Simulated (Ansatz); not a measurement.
Input:

Relaxed SrF$_{2}$ (fluorite):

```xyz
6
Lattice="0.0000 5.8573 5.8573 2.9286 0.0000 2.9286 2.9286 2.9286 0.0000" Properties=species:S:1:pos:R:3 pbc="T T T"
Sr     0.0000     0.0000     0.0000
Sr     2.9286     5.8573     2.9286
F      1.4643     1.4643     1.4643
F      1.4643     4.3930     4.3930
F      4.3930     4.3930     4.3930
F      4.3930     7.3216     7.3216
```

A phonon eigenvector at L = (0.5, 0.0, 0.0) is frozen into this cell: atom i moves by Q times the vector below, so Q is the largest atomic displacement, in Å. The cell is held. It is one choice among 2 degenerate patterns. (q is in reciprocal vectors of the primitive cell; the cell shown is doubled to hold the pattern.)

```
atom       x       y       z
----  ------  ------  ------
Sr1    0.285  -0.520   0.805
Sr2   -0.285   0.520  -0.805
F3     0.150  -0.274   0.424
F4    -0.150   0.274  -0.424
F5    -0.150   0.274  -0.424
F6     0.150  -0.274   0.424
```

The numbers are results of PBE (plane waves to 420 eV, PAW, scalar-relativistic; Ansatz, an electronic-structure program), not measurements. k mesh 5×10×10 (Γ-centred), Fermi-Dirac smearing 0.05 eV. The energy includes the smearing's −TS. SrF2 was relaxed with its symmetry unable to fall. ΔE is measured from the undisplaced structure.

The scan covers Q from -0.280 to 0.280 Å in 13 points.

Problem. Which space group does the distorted structure have?

Solution. P-1 (No. 2), lowered from Fm-3m.

Problem. Is this a single well or a double well?

Solution. A single well with its minimum at or next to zero displacement.

Problem. What is the energy change at Q = 0.280 Å?

Solution. 231.4 meV/cell.

Problem. What harmonic wavenumber does the curvature at Q = 0 give?

Solution. 90 cm⁻¹.

(For displaced atoms, the force is minus the slope of the energy, and its curvature is a force constant, which sets phonon frequencies.)
